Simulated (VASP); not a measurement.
Calculation: PBE GGA, VASP's PBE PAW potentials (set 64) (plane waves; VASP).

VASP input:

File KPOINTS:
```
K-points
0
gamma
 6 6 1
0 0 0
```

INCAR:
```
# general
SYSTEM  = SrF2(111) slab
PREC    = Normal
ENCUT   = 450
LREAL   = .False.
LASPH   = .True.

# electronic loop
EDIFF   = 1E-6
NELM    = 100
NELMIN  = 4
ALGO    = Normal
LMAXMIX = 4

# smearing
ISMEAR  = 0
SIGMA   = 0.05

# functional
GGA     = PE

# output
LWAVE   = .False.
LCHARG  = .False.
LORBIT  = 11
LVHAR   = .True.

# other
LDIPOL  = .True.
IDIPOL  = 3
DIPOL   = 0.5 0.5 0.5
```

POSCAR:
```
SrF2(111) slab
1
    4.1488598733     0.0000000000     0.0000000000
   -2.0744304425     3.5930182084     0.0000000000
    0.0000000000     0.0000000000    25.3368349158
F Sr
6 3
Direct
  0.6666670000   0.3333330000   0.3334523164
  0.3333330000   0.6666670000   0.4657803184
  0.0000000000   0.0000000000   0.4001797997
  0.0000000000   0.0000000000   0.5998202003
  0.6666670000   0.3333330000   0.5342196816
  0.3333330000   0.6666670000   0.6665476836
  0.3333330000   0.6666670000   0.3661962903
  0.0000000000   0.0000000000   0.5000000000
  0.6666670000   0.3333330000   0.6338037097
```

POTCAR, in this order: F Sr_sv (PBE.64 set). Program: vasp_std. Read from the step before: WAVECAR.

The run wrote:

**OSZICAR**
```
       N       E                     dE             d eps       ncg     rms          rms(c)
DAV:   1    -0.506033090570E+02   -0.50603E+02   -0.39793E-05   707   0.842E-02    0.725E-03
DAV:   2    -0.506033086932E+02    0.36377E-06   -0.13076E-05   764   0.206E-02    0.544E-03
DAV:   3    -0.506033076530E+02    0.10402E-05   -0.50772E-06   620   0.208E-02    0.291E-03
DAV:   4    -0.506033074067E+02    0.24627E-06   -0.86225E-07   508   0.630E-03
   1 F= -.50603307E+02 E0= -.50603307E+02  d E =-.382033E-18
```

OUTCAR:
```
------------------------ aborting loop because EDIFF is reached ----------------------------------------
  FORCE on cell =-STRESS in cart. coord.  units (eV):
  Direction    XX          YY          ZZ          XY          YZ          ZX
  --------------------------------------------------------------------------------------
  Total       -4.1638720     -4.1638723     -2.1774420      0.0000006      0.0000000      0.0000000
  in kB      -17.6631193    -17.6631209     -9.2366957      0.0000025      0.0000000      0.0000000
  external PRESSURE =     -14.8543119 kB  Pullay stress =       0.0000000 kB
  volume of cell :      377.69
      direct lattice vectors                 reciprocal lattice vectors
     4.148859873  0.000000000  0.000000000     0.241030073  0.139158805  0.000000000
    -2.074430443  3.593018208  0.000000000     0.000000000  0.278317543  0.000000000
     0.000000000  0.000000000 25.336834916     0.000000000  0.000000000  0.039468229
 POSITION                                       TOTAL-FORCE (eV/Angst)
 -----------------------------------------------------------------------------------
      2.07443      1.19767      8.44863         0.000000      0.000000      0.015466
     -0.00000      2.39535     11.80140         0.000000     -0.000000      0.014443
      0.00000      0.00000     10.13929        -0.000000     -0.000000      0.006921
      0.00000      0.00000     15.19755        -0.000000      0.000000     -0.006921
      2.07443      1.19767     13.53544        -0.000000      0.000000     -0.014443
     -0.00000      2.39535     16.88821        -0.000000     -0.000000     -0.015466
     -0.00000      2.39535      9.27825        -0.000000      0.000000      0.010496
      0.00000      0.00000     12.66842        -0.000000      0.000000     -0.000000
      2.07443      1.19767     16.05858        -0.000000      0.000000     -0.010496
 -----------------------------------------------------------------------------------
    total drift:                                0.000000      0.000000      0.000000
  FREE ENERGIE OF THE ION-ELECTRON SYSTEM (eV)
  ---------------------------------------------------
  free  energy   TOTEN  =       -50.6033074067 eV

  energy  without entropy=      -50.6033074067  energy(sigma->0) =      -50.60330741

 total charge

# of ion       s       p       d       tot
------------------------------------------
    1        1.745   4.358   0.000   6.103
    2        1.746   4.377   0.000   6.123
    3        1.746   4.377   0.000   6.123
    4        1.746   4.377   0.000   6.123
    5        1.746   4.377   0.000   6.123
    6        1.745   4.358   0.000   6.103
    7        1.994   5.787   0.160   7.941
    8        1.996   5.796   0.167   7.959
    9        1.994   5.787   0.160   7.941
--------------------------------------------------
tot         16.459  43.593   0.488  60.539
```
(Selected blocks of OUTCAR.)

At this cut-off the stress carries a Pulay error, which pulls relaxed volumes low.

The cell is a thin slab with vacuum, built from SrF2 (fluorite): (111) face.
